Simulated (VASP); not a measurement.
Wanted: the native input for a VASP 6.6.1 run.

```yaml
Task: density of states
Functional: PBE
Potentials_or_basis: VASP PAW PBE potentials, release 64 (Pr)
Cutoff: 520 eV
k_mesh: 9 × 9 × 9
Occupations: methfessel-paxton, width 0.1 eV
Spin: collinear spin, ferromagnetic start
Starting_moments: "[2.0] μB"
Fixed_moment: 3 μB
Hubbard_terms: Pr f U = 8 eV, J = 1.0 eV
LDAUTYPE: 2
Hund's_J: 1
k_mesh_for_the_DOS: 14 × 14 × 14
Occupations_for_the_DOS: tetrahedron
Further_INCAR_settings: ALGO = Normal; EDIFF = 1e-06
```

Pr:

```xyz
1
Lattice="-2.1945 2.1945 1.8859 2.1945 -2.1945 1.8859 2.1945 2.1945 -1.8859" Properties=species:S:1:pos:R:3 pbc="T T T"
Pr    0.0000    0.0000    0.0000
```

This isn't the form of Pr at room conditions, which is double hcp.

The input as run:

POSCAR

```
Pr
3.6316
   -0.604271543865      0.604271543865      0.519315963322
    0.604271543865     -0.604271543865      0.519315963322
    0.604271543865      0.604271543865     -0.519315963322
Pr
1
Direct
    0.0000000000      0.0000000000      0.0000000000
```

INCAR.step1

```
  ALGO = Normal
  EDIFF = 1E-6
  ENCUT = 520
  GGA = PE
  ISIF = 2
  ISMEAR = 1
  ISPIN = 2
  LASPH = T
  LCHARG = T
  LDAU = T
  LDAUJ = 1
  LDAUL = 3
  LDAUPRINT = 1
  LDAUTYPE = 2
  LDAUU = 8
  LMAXMIX = 6
  LREAL = F
  LWAVE = F
  MAGMOM = 2
  NELM = 150
  NUPDOWN = 3
  PREC = Accurate
  SIGMA = 0.1
```

KPOINTS.step1

```
k-points
0
Gamma
  9 9 9
```

INCAR.step2

```
  ALGO = Normal
  EDIFF = 1E-6
  ENCUT = 520
  GGA = PE
  ICHARG = 11
  ISIF = 2
  ISMEAR = -5
  ISPIN = 2
  LASPH = T
  LCHARG = F
  LDAU = T
  LDAUJ = 1
  LDAUL = 3
  LDAUPRINT = 1
  LDAUTYPE = 2
  LDAUU = 8
  LMAXMIX = 6
  LORBIT = 10
  LREAL = F
  LWAVE = F
  MAGMOM = 2
  NEDOS = 2001
  NELM = 150
  NUPDOWN = 3
  PREC = Accurate
  SIGMA = 0.1
```

KPOINTS.step2

```
k-points
0
Gamma
  14 14 14
```

Potentials or basis: VASP PAW PBE potentials, release 64 (Pr).

Run with:

```console
$ cat potpaw_PBE.64/Pr/POTCAR > POTCAR
$ cp INCAR.step1 INCAR
$ cp KPOINTS.step1 KPOINTS
$ mpirun -np 1 vasp_std > vasp.out
$ cp INCAR.step2 INCAR
$ cp KPOINTS.step2 KPOINTS
$ mpirun -np 1 vasp_std > vasp.out
```

Results of the run:

- Net moment: 3.00 μB per cell
- Site moments: Pr +2.26 μB
- Valence electrons inside the program's atomic spheres: Pr 9.92

Caveat: the magnetic or orbital state may not be the lowest; spin-orbit coupling is left out, which moves the levels of the heavy elements; the total moment is fixed, so each spin has its own Fermi level.

It took 4.6 min on 1 thread of Intel(R) Xeon(R) Platinum 8488C (Sapphire Rapids), with other jobs on the host, peak memory 0.31 GiB.
